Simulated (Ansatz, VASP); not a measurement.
**One calculation of Sn, two programs**

The input INCAR:

```
SYSTEM = Sn
AGGAC    = 1.0          
AGGAX    = 1.0          
ALDAC    = 0.0          
ALDAX    = 1.0          
ALGO     = Normal         ! electronic algorithm
EDIFF    = 1E-7           ! SCF threshold, eV
ENCUT    = 520            ! plane-wave cutoff, eV
GGA      = B5             ! functional
ISIF     = 2              ! what is computed and relaxed
ISMEAR   = -1             ! smearing method
LASPH    = .TRUE.         ! aspherical terms in the spheres
LCHARG   = .TRUE.         ! write CHGCAR
LELF     = .TRUE.         ! ELF
LREAL    = .FALSE.        ! projectors in reciprocal space
LVHAR    = .TRUE.       
LWAVE    = .FALSE.        ! write WAVECAR
NBANDS   = 13             ! bands
NELM     = 60             ! most SCF steps
PREC     = Accurate       ! precision mode
SIGMA    = 0.1            ! smearing width, eV
```

KPOINTS

```
k-points
0
G
  16 16 16
  0 0 0
```

Contents of POSCAR:

```
Sn
1.0
    3.1308007670      0.0000000000      0.0000000000
    0.0000000000      3.1308007670      0.0000000000
    0.0000000000      0.0000000000      3.1308007670
Sn
1
Direct
    0.0000000000      0.0000000000      0.0000000000
```

Input for Ansatz:

```yaml
crystal:
  lattice:
    - [3.130800767, 0.0, 0.0]
    - [0.0, 3.130800767, 0.0]
    - [0.0, 0.0, 3.130800767]
  atoms:
    - { symbol: Sn, position: [0.0, 0.0, 0.0] }
hamiltonian:
  xc: blyp
  pseudopotentials:
    kind: paw
    azcp:
      Sn: "pseudopotentials/Sn.paw.azcp"
basis:
  ecutwfc: 420
  fft_grid_basis: typed
kpoints:
  mp_grid: { grid: [16, 16, 16], shift: [0, 0, 0] }
magnetization:
  spin_polarized: false
scf:
  occupations: { method: fermi_dirac, width: 0.1 }
output:
  stress: true
  write_density: true
  write_potential: true
  elf: true
  volumetric_format: npy
```

Alike in both runs: task single point; functional BLYP; k mesh 16 × 16 × 16; occupations fermi-dirac, width 0.1 eV; no spin polarisation.

|  | VASP | Ansatz |
| --- | --- | --- |
| version | VASP 6.6.1 | Ansatz 0.2.0 |
| potentials or method | VASP PAW PBE potentials, release 64 (Sn_d) | plane waves (420 eV) with PAW, scalar-relativistic |
| plane-wave cutoff (eV) | 520 | 420 |
| valence electrons in the cell | 14 | 14 |

|  | VASP | Ansatz | Ansatz less VASP |
| --- | --- | --- | --- |
| pressure (GPa) | 1.8 | 1.8 | +0.01 |

Caveats: the PAW data sets were made with another functional, which shifts forces and pressure a little (VASP).
